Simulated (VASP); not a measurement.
# BN (P6_3/mmc) in VASP: a series of runs

One crystal, BN, is run at these levels: optB88-vdW, PBE; tasks: electron localisation function, single point.

All numbers are computed with VASP 6.6.1; they aren't measurements. Logs are shortened: lines on timing, memory, paths and dates and some standing lists are left out, and cuts for length are marked.

### Step 1. Starting point

The structure is hexagonal, space group P6_3/mmc (No. 194). The conventional cell has a = 2.498 Å, b = 2.498 Å, c = 6.636 Å, α = 90.00°, β = 90.00°, γ = 120.00°. Around N (site symmetry -6m2) lie 3 B at 1.44 Å. Around B (site symmetry -6m2) lie 3 N at 1.44 Å.

### Step 2. Electron localisation function, optB88-vdW

INCAR

```
SYSTEM = BN
  PREC = Accurate
  ENCUT = 520
  EDIFF = 1E-6
  ISMEAR = -1
  SIGMA = 0.05
  LREAL = .False.
  LASPH = .True.
  NELM = 100
  ALGO = Fast
  ISIF = 2
  LWAVE = .False.
  LCHARG = .True.
  GGA = BO
  LUSE_VDW = .True.
  AGGAC = 0.0
  PARAM1 = 0.1833333333
  PARAM2 = 0.22
  LELF = .True.
```

KPOINTS

```
regular mesh
0
Gamma
  12 12 4
  0 0 0
```

POSCAR

```
BN
2.4982
    1.000016011528      0.000000000000      0.000000000000
   -0.500008005764      0.866039270195      0.000000000000
    0.000000000000      0.000000000000      2.656192458570
N B
2 2
Direct
    0.6666666667      0.3333333333      0.2500000000
    0.3333333333      0.6666666667      0.7500000000
    0.6666666667      0.3333333333      0.7500000000
    0.3333333333      0.6666666667      0.2500000000
```

Potentials or basis: VASP PAW PBE potentials, release 64 (N, B).

Started as:

```sh
> cat potpaw_PBE.64/N/POTCAR potpaw_PBE.64/B/POTCAR > POTCAR
> mpirun -np 1 vasp_std > vasp.out
```

OUTCAR:

```text
SYSTEM = BN
   PREC = Accurate
   ENCUT = 520
   EDIFF = 1E-6
   ISMEAR = -1
   LREAL = .False.
   LASPH = .True.
   NELM = 100
   ISIF = 2
   GGA = BO

 ion  position               nearest neighbor table
   1  0.667  0.333  0.250-   4 1.44   4 1.44   4 1.44
   2  0.333  0.667  0.750-   3 1.44   3 1.44   3 1.44
   3  0.667  0.333  0.750-   2 1.44   2 1.44   2 1.44
   4  0.333  0.667  0.250-   1 1.44   1 1.44   1 1.44

  LATTYP: Found a hexagonal cell.
 ALAT       =     2.4982400000
 C/A-ratio  =     2.6561499296

  Lattice vectors:

 A1 = (   2.4982400000,   0.0000000000,   0.0000000000)
 A2 = (  -1.2491200000,   2.1635393048,   0.0000000000)
 A3 = (   0.0000000000,   0.0000000000,   6.6357000000)

Analysis of symmetry for initial positions (statically):
=====================================================================
 Subroutine PRICEL returns:
 Original cell was already a primitive cell.

 Routine SETGRP: Setting up the symmetry group for a
 hexagonal supercell.

 Subroutine GETGRP returns: Found 24 space group operations
 (whereof 12 operations were pure point group operations)
 out of a pool of 24 trial point group operations.

The static configuration has the point symmetry D_3d.
 The point group associated with its full space group is D_6h.

Analysis of symmetry for dynamics (positions and initial velocities):
=====================================================================
 Subroutine PRICEL returns:
 Original cell was already a primitive cell.

 Routine SETGRP: Setting up the symmetry group for a
 hexagonal supercell.

 Subroutine GETGRP returns: Found 24 space group operations
 (whereof 12 operations were pure point group operations)
 out of a pool of 24 trial point group operations.

The dynamic configuration has the point symmetry D_3d.
 The point group associated with its full space group is D_6h.

 Subroutine INISYM returns: Found 24 space group operations
 (whereof 12 operations are pure point group operations),
 and found     1 'primitive' translations

----------------------------------------------------------------------------------------

                                     Primitive cell

  volume of cell :      35.8662

  direct lattice vectors                    reciprocal lattice vectors
     2.498240000  0.000000000  0.000000000     0.400281798  0.231102804  0.000000000
    -1.249120000  2.163539305  0.000000000     0.000000000  0.462205608  0.000000000
     0.000000000  0.000000000  6.635700000     0.000000000  0.000000000  0.150700002

  length of vectors
     2.498240000  2.498240000  6.635700000     0.462205608  0.462205608  0.150700002

  position of ions in fractional coordinates (direct lattice)
     0.666666667  0.333333333  0.250000000
     0.333333333  0.666666667  0.750000000
     0.666666667  0.333333333  0.750000000
     0.333333333  0.666666667  0.250000000

  ion indices of the primitive-cell ions
   primitive index   ion index
                 1           1
                 2           2
                 3           3
                 4           4

----------------------------------------------------------------------------------------

 KPOINTS: regular mesh

Automatic generation of k-mesh.
 Grid dimensions read from file:
 generate k-points for:   12   12    4

 Generating k-lattice:

  Cartesian coordinates                     Fractional coordinates (reciprocal lattice)
     0.033356817  0.019258567  0.000000000     0.083333333 -0.000000000  0.000000000
     0.000000000  0.038517134  0.000000000     0.000000000  0.083333333  0.000000000
     0.000000000  0.000000000  0.037675000     0.000000000  0.000000000  0.250000000

  Length of vectors
     0.038517134  0.038517134  0.037675000

  Shift w.r.t. Gamma in fractional coordinates (k-lattice)
     0.000000000  0.000000000  0.000000000

 Subroutine IBZKPT returns following result:
 ===========================================

 Found     57 irreducible k-points:

 Following reciprocal coordinates:
            Coordinates               Weight
  0.000000  0.000000  0.000000      1.000000
  0.083333 -0.000000  0.000000      6.000000
  0.166667  0.000000  0.000000      6.000000
  0.250000  0.000000  0.000000      6.000000
  0.333333  0.000000  0.000000      6.000000
  0.416667  0.000000  0.000000      6.000000
[... 16 lines left out ...]
  0.250000  0.000000  0.250000     12.000000
  0.333333  0.000000  0.250000     12.000000
 [... further k-points ...]
   k-points           NKPTS =     57   k-points in BZ     NKDIM =     57   number of bands    NBANDS=     12
   number of dos      NEDOS =    301   number of ions     NIONS =      4
   total plane-waves  NPLWV =  20000
   dimension x,y,z NGX =    20 NGY =   20 NGZ =   50
   dimension x,y,z NGXF=    40 NGYF=   40 NGZF=  100
   ions per type =               2   2
   NGX,Y,Z   is equivalent  to a cutoff of  13.31, 13.31, 12.53 a.u.
   NGXF,Y,Z  is equivalent  to a cutoff of  26.62, 26.62, 25.05 a.u.
 SYSTEM =  BN
   PREC   = accura    normal or accurate (medium, high low for compatibility)
   ISTART =      0    job   : 0-new  1-cont  2-samecut
   ICHARG =      2    charge: 1-file 2-atom 10-const
   ISPIN  =      1    spin polarized calculation?
   LNONCOLLINEAR =      F non collinear calculations
   LSORBIT =      F    spin-orbit coupling
   LASPH  =      T    aspherical Exc in radial PAW
   ENCUT  =  520.0 eV  38.22 Ry    6.18 a.u.   4.65  4.65 12.34*2*pi/ulx,y,z
   NELM   =    100;   NELMIN=  2; NELMDL= -5     # of ELM steps
   EDIFF  = 0.1E-05   stopping-criterion for ELM
   LREAL  =      F    real-space projection
   EDIFFG = 0.1E-04   stopping-criterion for IOM
   NSW    =      0    number of steps for IOM
   IBRION =     -1    ionic relax: 0-MD 1-quasi-New 2-CG
   NFREE  =      0    steps in history (QN), initial steepest desc. (CG)
   ISIF   =      2    stress and relaxation
   ISYM   =      2    0-nonsym 1-usesym 2-fastsym
   POTIM  = 0.5000    time-step for ionic-motion
   TEBEG  =    0.0;   TEEND  =   0.0 temperature during run
   PSTRESS=    0.0 pullay stress
   NELECT =      16.0000    total number of electrons
   NUPDOWN=      -1.0000    fix difference up-down
   EMIN   =  10.00;   EMAX   =-10.00  energy-range for DOS
   EFERMI =   0.00;   METHOD = LEGACY
   ISMEAR =    -1;   SIGMA  =   0.05  broadening in eV -4-tet -1-fermi 0-gaus
   EFERMI_NEDOS =   21; number of points for ismear=-14 and -15
   IALGO  =     68    algorithm
   IMIX   =      4    mixing-type and parameters
     AMIX     =   0.40;   BMIX     =  1.00
     AMIX_MAG =   1.60;   BMIX_MAG =  1.00
  volume/ion in A,a.u.               =       8.97        60.51
  Fermi-wavevector in a.u.,A,eV,Ry     =   1.250891  2.363842 21.289433  1.564729
  Thomas-Fermi vector in A             =   2.384864
   LORBIT       =      0    0 simple, 1 ext, 2 COOP (PROOUT), +10 PAW based schemes
   GGA     = BO    functional components
   LHFCALC =     F    Hartree Fock is set to
   AEXX    =    0.0000 exact exchange contribution
   IVDW_NL    =     1    kernel type
   BPARAM     = 6.3000
   IVDW    =     0    specifies the selected vdW correction
   LEPSILON=     F    determine dielectric tensor
   LRPA    =     F    only Hartree local field effects (RPA)
 non-spin polarized calculation
 RMM-DIIS sequential band-by-band and
  energy-cutoff  :      520.00
  volume of cell :       35.87
 maximum number of plane-waves:       985
 NGX is ok and might be reduce to    20
   NGX =  9   NGY =  9   NGZ = 25

 number of electron      15.9999997 magnetization

 Free energy of the ion-electron system (eV)
  ---------------------------------------------------
  ext. energy  EPLUGINS =         0.00000000
  ---------------------------------------------------
  free energy    TOTEN  =       -31.17316809 eV

  energy without entropy =      -31.17316809  energy(sigma->0) =      -31.17316809

 E-fermi :   3.2184     XC(G=0): -10.2558

 val. band max:        2.1490179638   @ k =   0.3333   0.3333   0.5000
 cond. band min:       6.4548464797   @ k =   0.5000   0.0000   0.0000
 fundamental gap:      4.3058285159
 Fermi energy:         3.2183692354

 k-point     1 :       0.0000    0.0000    0.0000
  band No.  band energies     occupation
      1     -15.6025      2.00000
      2     -15.3000      2.00000
      3      -4.1059      2.00000
      4      -1.9307      2.00000
      5       0.7685      2.00000
      6       0.7685      2.00000
      7       0.8055      2.00000
      8       0.8055      2.00000
      9       7.2720      0.00000
     10      12.4072      0.00000
     11      13.8640      0.00000
     12      13.8743      0.00000

 k-point     2 :       0.0833   -0.0000    0.0000
  band No.  band energies     occupation
      1     -15.4665      2.00000
      2     -15.1689      2.00000
      3      -3.9182      2.00000
      4      -1.7626      2.00000
      5       0.2223      2.00000
      6       0.2547      2.00000
      7       0.5113      2.00000
      8       0.5526      2.00000
      9       7.5178      0.00000
     10      12.3227      0.00000
     11      13.6959      0.00000
     12      13.8983      0.00000

 k-point     3 :       0.1667    0.0000    0.0000
  band No.  band energies     occupation
      1     -15.0661      2.00000
      2     -14.7831      2.00000
      3      -3.3618      2.00000
      4      -1.2687      2.00000
      5      -1.1699      2.00000
      6      -1.1306      2.00000
      7      -0.1151      2.00000
      8      -0.0658      2.00000
      9       8.1688      0.00000
     10      11.9489      0.00000
     11      13.3226      0.00000
     12      13.3742      0.00000
[... 286 lines left out ...]
 k-point    23 :       0.2500    0.0000    0.2500
  band No.  band energies     occupation
      1     -14.3919      2.00000
      2     -14.2101      2.00000
      3      -2.9538      2.00000
      4      -2.9023      2.00000
      5      -2.1991      2.00000
      6      -0.8339      2.00000
      7      -0.8273      2.00000
      8      -0.7940      2.00000
      9       9.5463      0.00000
     10      10.8340      0.00000
     11      11.7791      0.00000
     12      12.9098      0.00000

 k-point    24 :       0.3333    0.0000    0.2500
  band No.  band energies     occupation
      1     -13.5882      2.00000
      2     -13.4356      2.00000
      3      -4.7134      2.00000
      4      -4.6555      2.00000
      5      -1.4582      2.00000
      6      -1.4148      2.00000
      7      -1.0529      2.00000
      8       0.1869      2.00000
      9       9.0245      0.00000
     10       9.6070      0.00000
     11      11.1173      0.00000
     12      12.5770      0.00000

 [... further k-points ...]

------------------------ aborting loop because EDIFF is reached ----------------------------------------

  FORCE on cell =-STRESS in cart. coord.  units (eV):
  Direction    XX          YY          ZZ          XY          YZ          ZX
  --------------------------------------------------------------------------------------
  -------------------------------------------------------------------------------------
  Total        1.2009730      1.2009730     -0.0763763      0.0000000      0.0000000      0.0000000
  in kB       53.6485666     53.6485666     -3.4118012      0.0000000      0.0000000      0.0000000
  external PRESSURE =      34.6284440 kB  Pullay stress =       0.0000000 kB

 VOLUME and BASIS-vectors are now :
 -----------------------------------------------------------------------------
  energy-cutoff  :      520.00
  volume of cell :       35.87
      direct lattice vectors                 reciprocal lattice vectors
     2.498240000  0.000000000  0.000000000     0.400281798  0.231102804  0.000000000
    -1.249120000  2.163539305  0.000000000     0.000000000  0.462205608  0.000000000
     0.000000000  0.000000000  6.635700000     0.000000000  0.000000000  0.150700002

 POSITION                                       TOTAL-FORCE (eV/Angst)
 -----------------------------------------------------------------------------------
      1.24912      0.72118      1.65892        -0.000000     -0.000000      0.000000
     -0.00000      1.44236      4.97677        -0.000000      0.000000      0.000000
      1.24912      0.72118      4.97677         0.000000      0.000000      0.000000
     -0.00000      1.44236      1.65892        -0.000000      0.000000      0.000000
 -----------------------------------------------------------------------------------
    total drift:                                0.000000     -0.000000      0.000000

  FREE ENERGIE OF THE ION-ELECTRON SYSTEM (eV)
  ---------------------------------------------------
  free  energy   TOTEN  =       -31.1731680906 eV

  energy  without entropy=      -31.1731680906  energy(sigma->0) =      -31.17316809

Total vdW correction in eV:      2.4745940
```

Wall time 39 s (1 thread of Intel Xeon Platinum 8488C (Sapphire Rapids), shared host); peak memory 0.31 GiB.

What came out:

```
Free energy            : -31.1732 eV
Pressure               : 3.5 GPa
Band gap on the k mesh : 4.31 eV, indirect (least direct gap 4.70 eV)
```

Caveat: the PAW data sets were made with another functional, which shifts forces and pressure a little.

(Continued in part 2 of 2.)
